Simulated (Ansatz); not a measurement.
Crystal: Cs2AgBiBr6.

```xyz
10
Lattice="0.0000 5.6161 5.6161 5.6161 0.0000 5.6161 5.6161 5.6161 0.0000" Properties=species:S:1:pos:R:3 pbc="T T T"
Bi    0.0000    0.0000    0.0000
Cs    8.4242    8.4242    8.4242
Cs    2.8081    2.8081    2.8081
Ag    5.6161    5.6161    5.6161
Br    5.6161    5.6161    8.4180
Br    5.6161    5.6161    2.8142
Br    2.8142    5.6161    5.6161
Br    5.6161    8.4180    5.6161
Br    8.4180    5.6161    5.6161
Br    5.6161    2.8142    5.6161
```

Program: Ansatz 0.2.0. Alike in all runs: task projected density of states; potentials or basis Ansatz PAW; no spin polarisation; cell as given; k mesh 4 × 4 × 4; cutoff (eV) 420; smearing fermi-dirac 0.05 eV.

**Question.** Order these runs on this cell by their pressure, lowest first.
A. level PBE
B. level PBEsol
C. level RPBE

**Answer.** B (0.0 GPa), A (1.9 GPa), C (3.5 GPa).

Caveats: spin-orbit coupling is left out, which as a rule narrows the gap of such compounds by several tenths of an eV; the density of states is complete only up to the lowest level of the last band computed; the PAW data sets come from PBE, with cores solved anew for the run's functional, which leaves a small shift of forces and pressure (some runs).
